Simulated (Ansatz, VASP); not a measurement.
This is a calculation of Co for VASP 6.6.1.

INCAR

```
PREC = Accurate
ENCUT = 600
EDIFF = 1E-7
ISMEAR = -1
SIGMA = 0.05
LREAL = False
LASPH = True
NELM = 150
ALGO = Normal
ISIF = 3
LWAVE = False
LCHARG = False
ISPIN = 2
MAGMOM = 2 2
LORBIT = 11
LMAXMIX = 4
GGA = B5
ALDAX = 1.0
AGGAX = 1.0
AGGAC = 1.0
ALDAC = 0.0
IBRION = 2
NSW = 80
EDIFFG = -0.02
```

KPOINTS

```
regular mesh
0
Gamma
  12 12 7
```

Contents of POSCAR:

```
Co
1.0
    2.4719999032      0.0000000000      0.0000000000
   -1.2359999516      2.1408147143      0.0000000000
    0.0000000000      0.0000000000      4.0211440800
Co
2
Direct
    0.6666666667      0.3333333333      0.7500000000
    0.3333333333      0.6666666667      0.2500000000
```

Potentials or basis: VASP PAW PBE potentials, release 64 (Co).

The run is started by

```bash
$ cat potpaw_PBE.64/Co/POTCAR > POTCAR
$ mpirun -np 1 vasp_std > vasp.out
```

Task: Translate it to Ansatz 0.2.0. Potentials there: all-electron LAPW, scalar-relativistic.

Result: As run (the cutoff follows the program's own potentials):

Contents of input.yaml:

```yaml
crystal:
  lattice:
    - [2.4719999032, 0.0, 0.0]
    - [-1.2359999516, 2.1408147143, 0.0]
    - [0.0, 0.0, 4.02114408]
  atoms:
    - { symbol: Co, position: [0.6666666667, 0.3333333333, 0.75], spin: 2.0 }
    - { symbol: Co, position: [0.3333333333, 0.6666666667, 0.25], spin: 2.0 }
kpoints:
  mp_grid: { grid: [12, 12, 7] }
scf:
  occupations: { method: fermi_dirac, width: 0.05 }
hamiltonian:
  xc: blyp
  pseudopotentials: { kind: all_electron, lapw: { basis_error: 0.001 } }
magnetization:
  spin_polarized: true
output:
  forces: true
  stress: true
relax:
  f_tol: 0.02
  max_steps: 60
  cell: {}
```

Potentials or basis: all-electron LAPW, scalar-relativistic.

Command:

```console
$ ansatz run input.yaml --threads 2 --pin off --max-ram 6144MiB --backend cpu --events-out ev --progress --plain --runs-dir out
```

Both were run:

|  | VASP | Ansatz | Ansatz less VASP |
| --- | --- | --- | --- |
| net moment per atom (μB) | 1.62 | 1.63 | +0.011 |
| size of the moment on the site where the two differ most (μB) | 1.65 | 1.69 | +0.048 |
| relaxed volume (Å³/atom) | 11.34 | 11.36 | +0.019 |
| relaxed cell length with the largest relative difference (Å) | 2.533 | 2.536 | +0.0027 |
| energy change over the relaxation (meV/atom) | -29 | -30 | -1.5 |

Site moments also hang on the region over which each program counts them. Ansatz ran all-electron here, so the differences hold the error of VASP's frozen core and of both bases.

Caveats: the PAW data sets were made with another functional, which shifts forces and pressure a little (VASP).
